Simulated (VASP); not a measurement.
# BN (P6_3/mmc) in VASP: further runs, part 2 of 2

VASP 6.6.1. The steps go on from the part before.

## (3) Relaxation of cell and atoms, PBE+D3(BJ)

Contents of INCAR:

```
ALGO = Fast
EDIFF = 1E-7
EDIFFG = -0.002
ENCUT = 520
GGA = PE
IBRION = 2
ISIF = 3
ISMEAR = 0
IVDW = 12
LASPH = True
LCHARG = False
LREAL = False
LWAVE = False
NELM = 80
NSW = 80
PREC = Accurate
SIGMA = 1.0
```

Contents of KPOINTS:

```
k-points
0
Gamma
  15 15 6
```

Contents of POSCAR:

```
BN                                      
1.0
    2.5068206821     -0.0000000000      0.0000000000
   -1.2534103410      2.1709703886      0.0000000000
    0.0000000000      0.0000000000      6.5852161488
  B               N             
     2     2
Direct
     0.3333333300000021    0.6666666699999979    0.2500000000000000
     0.6666666699999979    0.3333333300000021    0.7500000000000000
     0.3333333300000021    0.6666666699999979    0.7500000000000000
     0.6666666699999979    0.3333333300000021    0.2500000000000000
```

Potentials or basis: VASP PAW PBE potentials, release 64 (B, N).

The run is started by

```
$ cat potpaw_PBE.64/B/POTCAR potpaw_PBE.64/N/POTCAR > POTCAR
$ mpirun -np 1 vasp_std > vasp.out
```

OUTCAR:

```text
EDIFF = 1E-7
   EDIFFG = -0.002
   ENCUT = 520
   GGA = PE
   IBRION = 2
   ISIF = 3
   ISMEAR = 0
   IVDW = 12
   LASPH = True
   LREAL = False
   NELM = 80
   NSW = 80
   PREC = Accurate
 IVDW          = 12

 ion  position               nearest neighbor table
   1  0.333  0.667  0.250-   4 1.45   4 1.45   4 1.45
   2  0.667  0.333  0.750-   3 1.45   3 1.45   3 1.45
   3  0.333  0.667  0.750-   2 1.45   2 1.45   2 1.45
   4  0.667  0.333  0.250-   1 1.45   1 1.45   1 1.45

  LATTYP: Found a hexagonal cell.
 ALAT       =     2.5068206821
 C/A-ratio  =     2.6269195064

  Lattice vectors:

 A1 = (   2.5068206821,   0.0000000000,   0.0000000000)
 A2 = (  -1.2534103410,   2.1709703886,   0.0000000000)
 A3 = (   0.0000000000,   0.0000000000,   6.5852161488)

Analysis of symmetry for initial positions (statically):
=====================================================================
 Subroutine PRICEL returns:
 Original cell was already a primitive cell.

 Routine SETGRP: Setting up the symmetry group for a
 hexagonal supercell.

 Subroutine GETGRP returns: Found 24 space group operations
 (whereof 12 operations were pure point group operations)
 out of a pool of 24 trial point group operations.

The static configuration has the point symmetry D_3d.
 The point group associated with its full space group is D_6h.

Analysis of symmetry for dynamics (positions and initial velocities):
=====================================================================
 Subroutine PRICEL returns:
 Original cell was already a primitive cell.

 Routine SETGRP: Setting up the symmetry group for a
 hexagonal supercell.

 Subroutine GETGRP returns: Found 24 space group operations
 (whereof 12 operations were pure point group operations)
 out of a pool of 24 trial point group operations.

The dynamic configuration has the point symmetry D_3d.
 The point group associated with its full space group is D_6h.

[... 137 lines left out ...]
  energy-cutoff  :      520.00
  volume of cell :       35.84
 maximum number of plane-waves:       985
 NGX is ok and might be reduce to    20
   NGX =  9   NGY =  9   NGZ = 25

 number of electron      15.9999997 magnetization

 Free energy of the ion-electron system (eV)
  ---------------------------------------------------
  ext. energy  EPLUGINS =         0.00000000
  ---------------------------------------------------
  free energy    TOTEN  =       -35.14863280 eV

  energy without entropy =      -35.14767679  energy(sigma->0) =      -35.14815480

 E-fermi :   4.5369     XC(G=0): -10.1182

 val. band max:        2.3612500472   @ k =   0.3333   0.2667   0.0000
 cond. band min:       6.6302463552   @ k =   0.4667   0.0667   0.0000
 fundamental gap:      4.2689963079
 Fermi energy:         4.5368797030

 k-point     1 :       0.0000    0.0000    0.0000
  band No.  band energies     occupation
      1     -15.4617      2.00000
      2     -15.1477      2.00000
      3      -3.9079      2.00000
      4      -1.6927      2.00000
      5       0.9912      2.00000
      6       0.9912      2.00000
      7       1.0319      2.00000
      8       1.0319      2.00000
      9       7.6400      0.00001
     10      12.7284      0.00000
     11      13.8571      0.00000
     12      13.9002      0.00000
[... 331 lines left out ...]
 k-point    24 :       0.4000    0.2000    0.0000
  band No.  band energies     occupation
      1     -11.9251      2.00000
      2     -11.8651      2.00000
      3      -6.1207      2.00000
      4      -6.0291      2.00000
      5      -3.6093      2.00000
      6      -3.5273      2.00000
      7       1.4774      1.99998
      8       2.2575      1.99873
      9       6.9048      0.00081
     10       7.7215      0.00001
     11      14.0677      0.00000
     12      14.9511      0.00000

 [... further k-points ...]

------------------------ aborting loop because EDIFF is reached ----------------------------------------

 Edisp (eV)   -0.56906

 E8    (eV) :    -0.1668

  FORCE on cell =-STRESS in cart. coord.  units (eV):
  Direction    XX          YY          ZZ          XY          YZ          ZX
  --------------------------------------------------------------------------------------
  -------------------------------------------------------------------------------------
  Total      -0.00035    -0.00035    -0.00333    -0.00000     0.00000     0.00000
  in kB      -0.01555    -0.01555    -0.14879    -0.00000     0.00000     0.00000
  external pressure =       -0.06 kB  Pullay stress =        0.00 kB

 VOLUME and BASIS-vectors are now :
 -----------------------------------------------------------------------------
  energy-cutoff  :      520.00
  volume of cell :       35.84
      direct lattice vectors                 reciprocal lattice vectors
     2.506820682  0.000000000  0.000000000     0.398911660  0.230311755  0.000000000
    -1.253410341  2.170970389  0.000000000     0.000000000  0.460623510  0.000000000
     0.000000000  0.000000000  6.585216149     0.000000000  0.000000000  0.151855304

 POSITION                                       TOTAL-FORCE (eV/Angst)
 -----------------------------------------------------------------------------------
     -0.00000      1.44731      1.64630        -0.000000      0.000000      0.000000
      1.25341      0.72366      4.93891         0.000000      0.000000      0.000000
     -0.00000      1.44731      4.93891        -0.000000      0.000000      0.000000
      1.25341      0.72366      1.64630         0.000000     -0.000000      0.000000
 -----------------------------------------------------------------------------------
    total drift:                               -0.000002      0.000001      0.000000

  FREE ENERGIE OF THE ION-ELECTRON SYSTEM (eV)
  ---------------------------------------------------
  free  energy   TOTEN  =       -35.7176939849 eV

  energy  without entropy=      -35.7167379718  energy(sigma->0) =      -35.71721598

 reached required accuracy - stopping structural energy minimisation
```

OSZICAR:

```text
N       E                     dE             d eps       ncg     rms          rms(c)
DAV:   1     0.654600265791E+02    0.65460E+02   -0.83606E+03  2592   0.123E+03
DAV:   2    -0.343285302773E+02   -0.99789E+02   -0.90449E+02  3856   0.263E+02
DAV:   3    -0.386295744439E+02   -0.43010E+01   -0.42734E+01  3304   0.578E+01
DAV:   4    -0.386727413649E+02   -0.43167E-01   -0.43143E-01  3212   0.635E+00
DAV:   5    -0.386733763755E+02   -0.63501E-03   -0.63494E-03  3304   0.752E-01    0.112E+01
RMM:   6    -0.354343730405E+02    0.32390E+01   -0.70103E+00  2592   0.204E+01    0.508E+00
RMM:   7    -0.352291472452E+02    0.20523E+00   -0.18772E+00  2592   0.114E+01    0.310E+00
RMM:   8    -0.351777875811E+02    0.51360E-01   -0.36912E-01  2592   0.499E+00    0.962E-01
RMM:   9    -0.351475883455E+02    0.30199E-01   -0.63299E-02  2592   0.256E+00    0.205E-01
RMM:  10    -0.351502303939E+02   -0.26420E-02   -0.31084E-02  2592   0.134E+00    0.271E-01
RMM:  11    -0.351487410975E+02    0.14893E-02   -0.29446E-03  2592   0.621E-01    0.106E-01
RMM:  12    -0.351486170594E+02    0.12404E-03   -0.13897E-03  2592   0.302E-01    0.836E-03
RMM:  13    -0.351486315538E+02   -0.14494E-04   -0.11006E-04  2606   0.125E-01    0.890E-03
RMM:  14    -0.351486333927E+02   -0.18389E-05   -0.16361E-05  2626   0.367E-02    0.770E-03
RMM:  15    -0.351486328954E+02    0.49732E-06   -0.25319E-06  2596   0.168E-02    0.264E-03
RMM:  16    -0.351486328373E+02    0.58019E-07   -0.15616E-06  2593   0.103E-02    0.112E-03
RMM:  17    -0.351486328033E+02    0.34016E-07   -0.14239E-07  1830   0.412E-03
   1 F= -.35717694E+02 E0= -.35717216E+02  d E =-.357177E+02
```

It took 36 s on 1 thread of Intel Xeon Platinum 8488C (Sapphire Rapids), shared host; peak memory 0.18 GiB.

What came out:

| Property | Result |
| --- | --- |
| Free energy | -35.7177 eV |
| Pressure after relaxing | 0.0 GPa |
| Band gap on the k mesh | 4.27 eV, indirect (least direct gap 4.63 eV) |
| Dispersion energy per atom | -0.142 eV |

Final structure:
```
B N
1.0
     2.50682    0.00000    0.00000
    -1.25341    2.17097    0.00000
     0.00000    0.00000    6.58522
B N
2 2
Direct
  0.33333 0.66667 0.25000
  0.66667 0.33333 0.75000
  0.33333 0.66667 0.75000
  0.66667 0.33333 0.25000
```

Caveat: the relaxation stopped at its first step, so nothing moved; an odd mesh through Γ misses points on the zone boundary, where band edges often lie. Expect the measured gap to be larger: semilocal functionals such as PBE lack the derivative discontinuity.
